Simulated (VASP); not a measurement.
PbO2 under changes of volume

One of the cells (12.260 Å³/atom); the others are scaled copies at fixed shape and fractional positions:

```xyz
3
Lattice="0.0000 2.6395 2.6395 2.6395 0.0000 2.6395 2.6395 2.6395 0.0000" Properties=species:S:1:pos:R:3 pbc="T T T"
Pb    0.0000    0.0000    0.0000
O     3.9593    3.9593    3.9593
O     1.3198    1.3198    1.3198
```

The cell comes from a database or a generator and needn't be the stable form of this composition.

| Property | Result |
| --- | --- |
| Program | VASP 6.6.1 |
| Functional | LDA |
| Potentials or basis | VASP PAW LDA potentials, release 64 (Pb_d, O) |
| Cutoff | 520 eV |
| k mesh | 8 × 8 × 8 |
| Occupations | fermi-dirac, width 0.05 eV |
| Spin | no spin polarisation |

```tsv
volume (Å³/atom)	energy over the lowest point (meV/atom)	pressure (GPa)
11.769	?	?
12.014	3.06	3.7
12.260	0.00	0.1
12.505	2.03	-3.0
12.750	8.49	-5.7
```

**Question.** What does the run at 11.769 Å³/atom give?

**Answer.** Energy over the lowest point 11.96 meV/atom; pressure 7.7 GPa.

Worked out: A Birch-Murnaghan fit of order 2 (a polynomial in V^(-2/3)) to the other rows has its minimum at 12.28 Å³/atom with B0 = V·E''(V) = 162 GPa. It gives 11.59 meV/atom at 11.769 Å³/atom, against the run's 11.96, and -dE/dV = 7.5 GPa, against 7.7.

Energies are extrapolated to zero smearing.
